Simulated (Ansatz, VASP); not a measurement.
# Two plane-wave programs on NaCl

```xyz
2
Lattice="0.0000 2.8183 2.8183 2.8183 0.0000 2.8183 2.8183 2.8183 0.0000" Properties=species:S:1:pos:R:3 pbc="T T T"
Na    0.0000    0.0000    0.0000
Cl    2.8183    2.8183    2.8183
```

Alike in both runs: task single point; functional PBE; k mesh 8 × 8 × 8; occupations gaussian, width 0.02 eV; no spin polarisation.

|  | VASP | Ansatz |
| --- | --- | --- |
| version | VASP 6.6.1 | Ansatz 0.2.0 |
| potentials or method | VASP PAW PBE potentials, release 64 (Na_pv, Cl) | scalar-relativistic, plane waves, PAW |
| plane-wave cutoff (eV) | 520 | 420 |
| valence electrons in the cell | 14 | 16 |

```csv
,VASP,Ansatz,Ansatz less VASP
gap on the k mesh at the Fermi level (eV),5.11,5.11,0.000
least direct gap on the mesh (eV),5.11,5.11,0.000
pressure (GPa),0.8,0.8,+0.03
```

With one functional, cell and mesh, what is left measures potentials, basis and numerics. The two sets of potentials don't hold the same shells in valence.

A k mesh can miss the band edges. Expect the measured gap to be larger: semilocal functionals such as PBE lack the derivative discontinuity.
